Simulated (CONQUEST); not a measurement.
Input of a CONQUEST 1.3 run:

Contents of Conquest_input:

```
IO.Title CoH
IO.Coordinates coords.dat
IO.FractionalAtomicCoords T
IO.Iprint 2
IO.Iprint_init 1
General.NumberOfSpecies 3
General.PseudopotentialType hamann
General.FunctionalType -150130
General.DifferentFunctional T
AtomMove.TypeOfRun static
AtomMove.FullStress T
Grid.GridCutoff 120
DM.SolutionMethod diagon
Diag.MPMesh T
Diag.GammaCentred T
Diag.MPMeshX 7
Diag.MPMeshY 7
Diag.MPMeshZ 5
Diag.kT 0.00183747
minE.SCTolerance 1e-6
Diag.SmearingType 1
Diag.MPOrder 2
SC.MaxIters 100
IO.AtomChargeOutput T
Spin.SpinPolarised T
Spin.FixSpin F
SC.LinearMixingFactor 0.3
SC.MaxPulay 8
IO.DumpChargeDensity T
IO.DumpTotPot T
%block ChemicalSpeciesLabel
1 58.930 Co_1
2 58.930 Co_2
3 1.010 H
%endblock
%block Co_1
Atom.SpinNeUp 7.4200
Atom.SpinNeDn 9.5800
%endblock
%block Co_2
Atom.SpinNeUp 7.6900
Atom.SpinNeDn 9.3100
%endblock
%block H
Atom.SpinNeUp 0.5000
Atom.SpinNeDn 0.5000
%endblock
```

File coords.dat:

```
    4.9252715183     0.0000000000     0.0000000000
    0.0000000000     4.9252715183     0.0000000000
    0.0000000000     0.0000000000     6.9653857801
4
  0.0000000000   0.0000000000   0.0000000000 1 T T T
  0.5000000000   0.5000000000   0.5000000000 2 T T T
  0.0000000000   0.0000000000   0.5000000000 3 T T T
  0.5000000000   0.5000000000   0.0000000000 3 T T T
```

Potentials or basis: PseudoDojo NC PBEsol, SZ, grid cutoff 120 Ha.

Run with:

```sh
$ Conquest
```

(1) What does it give for the pressure?

(2) Predict the net moment.

(3) Estimate the band gap on the k mesh.

Answers

(1) 29.8 GPa.

(2) -2.32 μB per cell.

(3) none (metal or under the smearing width).

Caveat: the potentials were made for another functional, which shifts forces and pressure; the atomic basis is small; a pressure of tens of GPa on the cell as given is suspect, and the run, the potentials or the cell itself is likely at fault; moments can come out somewhat high in this basis; the basis of atomic orbitals isn't converged, which shifts pressures, moduli and gaps.
